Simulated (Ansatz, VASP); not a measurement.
# One calculation of Ba, two programs

Contents of INCAR:

```
PREC = Accurate ; ENCUT = 520
EDIFF = 1E-6 ; ISMEAR = 0
SIGMA = 0.15 ; LREAL = F
LASPH = T ; NELM = 60
ALGO = Normal ; ISIF = 2
LWAVE = F ; LCHARG = F
NBANDS = 11
```

The input KPOINTS:

```
regular mesh
0
Gamma
  15 15 12
```

POSCAR

```
Ba
1.0
    4.3116136979      0.0000000000      0.0000000000
   -2.1558068490      3.7339669937      0.0000000000
    0.0000000000      0.0000000000      4.0699498320
Ba
1
Direct
    0.0000000000      0.0000000000      0.0000000000
```

Input for Ansatz:

```yaml
crystal:
  lattice:
    - [4.3116136979, 0.0, 0.0]
    - [-2.155806849, 3.7339669937, 0.0]
    - [0.0, 0.0, 4.069949832]
  atoms:
    - { symbol: Ba, position: [0.0, 0.0, 0.0] }
basis:
  ecutwfc: 420
kpoints:
  mp_grid: { grid: [15, 15, 12] }
hamiltonian:
  xc: lda
scf:
  occupations: { method: gaussian, width: 0.15 }
output:
  forces: true
  stress: true
  eigenvalues: true
```

Change from the starting cell: strain +0.000 along x and y, +0.040 along z, atoms carried along.

Alike in both runs: task single point; functional LDA; k mesh 15 × 15 × 12; occupations gaussian, width 0.15 eV; no spin polarisation.

|  | VASP | Ansatz |
| --- | --- | --- |
| version | VASP 6.6.1 | Ansatz 0.2.0 |
| potentials or method | VASP PAW LDA potentials, release 64 (Ba_sv) | scalar-relativistic, plane waves, PAW |
| plane-wave cutoff (eV) | 520 | 420 |
| valence electrons in the cell | 10 | 10 |

```csv
,VASP,Ansatz,Ansatz less VASP
gap on the k mesh at the Fermi level (eV),none,none,-
pressure (GPa),-1.4,-1.5,-0.06
largest component of the traceless stress (GPa),0.16,0.18,+0.023
```

A gap of «none» marks a metal or a gap that the smearing closes.

The runs have no spin-orbit coupling, so splittings on Ba are missing.
